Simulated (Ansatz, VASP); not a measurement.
## Two plane-wave programs on AlN

The input INCAR:

```
PREC     = Accurate       # precision mode
ENCUT    = 520            # plane-wave cutoff, eV
EDIFF    = 1E-6           # SCF threshold, eV
ISMEAR   = 0              # smearing method
SIGMA    = 0.02           # smearing width, eV
LREAL    = F              # projectors in reciprocal space
LASPH    = T              # aspherical terms in the spheres
NELM     = 60             # most SCF steps
ALGO     = Normal         # electronic algorithm
ISIF     = 2              # what is computed and relaxed
LWAVE    = F              # write WAVECAR
LCHARG   = F              # write CHGCAR
GGA      = PE             # functional
NBANDS   = 16             # bands
```

File KPOINTS:

```
regular mesh
0
Gamma
  9 9 6
```

POSCAR

```
AlN
1.0
    3.2868111775      0.0622677759     -0.0019872694
   -1.5894801130      2.7530556382     -0.0000102970
   -0.0025125378     -0.0014656470      3.9952282314
Al N
2 2
Direct
    0.3378381684      0.6636406335      0.7548379362
    0.6621618316      0.3258024552      0.2451620638
    0.3071135148      0.6588352181      0.2544994490
    0.6928864852      0.3517216932      0.7455005510
```

Input for Ansatz:

```yaml
crystal:
  lattice:
    - [3.2868111775, 0.0622677759, -0.0019872694]
    - [-1.589480113, 2.7530556382, -1.0297e-05]
    - [-0.0025125378, -0.001465647, 3.9952282314]
  atoms:
    - { symbol: Al, position: [0.3378381684, 0.6636406335, 0.7548379362] }
    - { symbol: Al, position: [0.6621618316, 0.3258024552, 0.2451620638] }
    - { symbol: "N", position: [0.3071135148, 0.6588352181, 0.254499449] }
    - { symbol: "N", position: [0.6928864852, 0.3517216932, 0.745500551] }
basis:
  ecutwfc: 420
kpoints:
  mp_grid: { grid: [9, 9, 6] }
hamiltonian:
  xc: pbe
scf:
  occupations: { method: gaussian, width: 0.02 }
output:
  forces: true
  stress: true
  eigenvalues: true
```

Alike in both runs: task single point; functional PBE; k mesh 9 × 9 × 6; occupations gaussian, width 0.02 eV; no spin polarisation.

```csv
,VASP,Ansatz
version,VASP 6.6.1,Ansatz 0.2.0
potentials or method,"VASP PAW PBE potentials, release 64 (Al, N)","scalar-relativistic, plane waves, PAW"
plane-wave cutoff (eV),520,420
valence electrons in the cell,16,16
```

VASP gave:

* gap on the k mesh at the Fermi level (eV): 3.93
* least direct gap on the mesh (eV): 3.93
* pressure (GPa): 20.3
* largest component of the traceless stress (GPa): 2.98
* rms of the force components (eV/Å): 0.546

Which values does Ansatz return?

gap on the k mesh at the Fermi level (eV): 3.92; least direct gap on the mesh (eV): 3.92; pressure (GPa): 20.5; largest component of the traceless stress (GPa): 2.87; rms of the force components (eV/Å): 0.545.

Atom by atom the forces differ by 0.002 eV/Å (rms over components). With one functional, cell and mesh, what is left measures potentials, basis and numerics. Ansatz warned: «near_symmetry_operations_not_taken».

Caveats: so large a pressure means that the cell lies far from this level's equilibrium, or that cutoff or potentials fall short (VASP); an odd mesh through Γ misses points on the zone boundary, where band edges often lie; forces of over 1 eV/Å show positions far from the minimum, so gaps and moduli don't describe the material at rest.
